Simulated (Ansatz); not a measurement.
CoO under changes of volume

One of the cells (9.963 Å³/atom); the others are scaled copies at fixed shape and fractional positions:

```
CELL_PARAMETERS angstrom
3.08113 0.00000 0.00000
0.00000 4.20139 0.00000
-2.87771 0.00000 3.07857
ATOMIC_POSITIONS crystal
Co 0.00000 0.25195 0.25000
Co 0.00000 0.74805 0.75000
O 0.00000 0.24939 0.75000
O 0.00000 0.75061 0.25000
```

The cell is a database's computed one.

| Property | Result |
| --- | --- |
| Program | Ansatz 0.2.0 |
| Functional | PBE |
| Potentials or basis | Ansatz PAW |
| Cutoff | 420 eV (not typed: the program's choice for these potentials) |
| k mesh | 12 × 6 × 9 |
| Occupations | fermi-dirac, width 0.05 eV |
| Spin | collinear spin, ferromagnetic start |
| Starting moments | [2.0, 2.0, 0.0, 0.0] μB |

```tsv
volume (Å³/atom)	energy over the lowest point (meV/atom)	pressure (GPa)	moment (μB per cell)	largest force (eV/Å)
9.365	3.92	4.9	5.60	0.052
9.565	0.00	1.2	5.72	0.045
9.764	0.55	-2.2	5.79	0.038
9.963	?	?	?	?
10.162	14.16	-8.4	5.86	0.025
10.362	26.45	-11.0	5.89	0.020
10.561	41.77	-13.3	5.92	0.016
```

What does the run at 9.963 Å³/atom give?

Energy over the lowest point 5.39 meV/atom; pressure -5.5 GPa; moment 5.83 μB per cell; largest force 0.031 eV/Å.

Worked out: A Birch-Murnaghan fit of order 3 (a polynomial in V^(-2/3)) to the other rows has its minimum at 9.63 Å³/atom with B0 = V·E''(V) = 174 GPa and B' = 3.6 at fixed shape and positions, which overstates the stiffness. It gives 5.47 meV/atom at 9.963 Å³/atom, against the run's 5.39, and -dE/dV = -5.5 GPa, against -5.5. A parabola through the other rows of the moment, of slope 0.246 μB per Å³/atom there, gives 5.83 μB, against the run's 5.83.

Energies are extrapolated to zero smearing.
